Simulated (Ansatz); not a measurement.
## PbO: what symmetry allows forces and stress to be

```
Pb O
1.0
     3.96546    0.00000    0.00000
     0.00000    3.96546    0.00000
     0.00000    0.00000    5.31202
Pb O
2 2
Direct
  0.00000 0.50000 0.19286
  0.50000 0.00000 0.80714
  0.00000 0.00000 0.00000
  0.50000 0.50000 0.00000
```

Theory: DFT PBEsol, scalar-relativistic, plane waves, PAW (Ansatz).

Settings: cutoff 420 eV, Γ-centred mesh 8×8×6 on the computed 4-atom cell, Gaussian smearing of 0.02 eV; no spin polarisation.

This distorted cell has space group P4/nmm, with 16 operations.

Task: Without a calculation: in which directions can each atom feel a force?

Result: A force must be left unchanged by every operation that keeps its atom in place, so it lies in the space that those operations leave fixed. Atoms that the group maps onto each other feel forces of one size.
| atom | site symmetry | operations at the site | equivalent to atom | allowed force (Cartesian) |
| --- | --- | --- | --- | --- |
| Pb1 | 4mm | 8 | 1 | along (0.00, 0.00, 1.00) |
| Pb2 | 4mm | 8 | 1 | along (0.00, 0.00, 1.00) |
| O3 | -4m2 | 8 | 3 | none |
| O4 | -4m2 | 8 | 3 | none |

That leaves 1 independent force component of 12. A relaxation in this cell that keeps the symmetry moves the atoms in these directions alone.

Task: And the stress tensor?

Result: It must be invariant under the point group, which leaves 2 independent components: yz, xz, xy vanish; xx = yy.

Task: Do the computed values obey this?

Result: Yes. Forces (eV/Å):
```
Pb1  0.000  0.000  2.958
Pb2  0.000  0.000 -2.958
O3   0.000  0.000  0.000
O4   0.000  0.000  0.000
```

Stress (GPa, compression positive, xx yy zz yz xz xy): 11.04 11.04 10.42 0.00 0.00 0.00. The program imposes the same operations on density, forces and stress, so this confirms the analysis and is no independent test of the calculation.

Spin–orbit coupling is left out, which can shift energies with elements as heavy as these. The cell holds layers, and where no dispersion correction was added their binding is poorly described.